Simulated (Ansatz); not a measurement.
# ZrSi2: the cost of one run

Method: DFT PBEsol, scalar-relativistic, plane waves, PAW, in Ansatz 0.2.0.

1 further run of the same task is left out (set aside as unsound or not needed).

## Step 1: The structure to begin with

The structure is orthorhombic, space group Cmcm (No. 63). The conventional cell has a = 3.674 Å, b = 14.566 Å, c = 3.657 Å, α = 90.00°, β = 90.00°, γ = 90.00°. Zr (site symmetry m2m) has 10 Si at 2.70 to 2.95 Å in its first shell of neighbours. Si (site symmetry m2m) has 2 Si at 2.41 Å and 6 Zr at 2.70 to 2.95 Å in its first shell of neighbours. Around Si (site symmetry m2m) lie 4 Si at 2.59 Å and 4 Zr at 2.80 Å.

Structure file:

```
Zr Si
1.0
     1.83713   -7.28295    0.00000
     1.83713    7.28295    0.00000
     0.00000    0.00000    3.65677
Zr Si
2 4
Direct
  0.89528 0.10472 0.75000
  0.10472 0.89528 0.25000
  0.55396 0.44604 0.75000
  0.44604 0.55396 0.25000
  0.25023 0.74977 0.75000
  0.74977 0.25023 0.25000
```

This cell was relaxed beforehand with the same method: volume 16.31 Å³/atom, gap on the mesh none (metal).

## Step 2: The bulk in the cell of the plane

input.yaml reads:

```yaml
crystal:
  lattice:
    - [3.6742585519, 0.0, 0.0]
    - [-1.837129276, 7.2829450065, 0.0]
    - [0.0, 0.0, 3.656765575]
  atoms:
    - { symbol: Zr, position: [0.8952826027, 0.7905652054, 0.75] }
    - { symbol: Zr, position: [0.1047173973, 0.2094347946, 0.25] }
    - { symbol: Si, position: [0.5539585035, 0.1079170069, 0.75] }
    - { symbol: Si, position: [0.4460414965, 0.8920829931, 0.25] }
    - { symbol: Si, position: [0.2502317899, 0.5004635797, 0.75] }
    - { symbol: Si, position: [0.7497682101, 0.4995364203, 0.25] }
basis:
  ecutwfc: 420
kpoints:
  mp_grid: { grid: [10, 5, 10] }
hamiltonian:
  xc: pbesol
scf:
  occupations: { method: gaussian, width: 0.1 }
output:
  forces: true
  stress: true
  eigenvalues: true
  write_density: true
  write_potential: true
  elf: true
  volumetric_format: npy
```

Started as:

```console
$ ansatz run input.yaml --threads 2 --pin off --max-ram 5120MiB --backend cpu --events-out ev --progress --plain --runs-dir out
```

Q: Estimate wall time and peak memory on 2 threads of Arm Neoverse V1, shared host.

About 17 s, with a peak of 0.58 GiB.
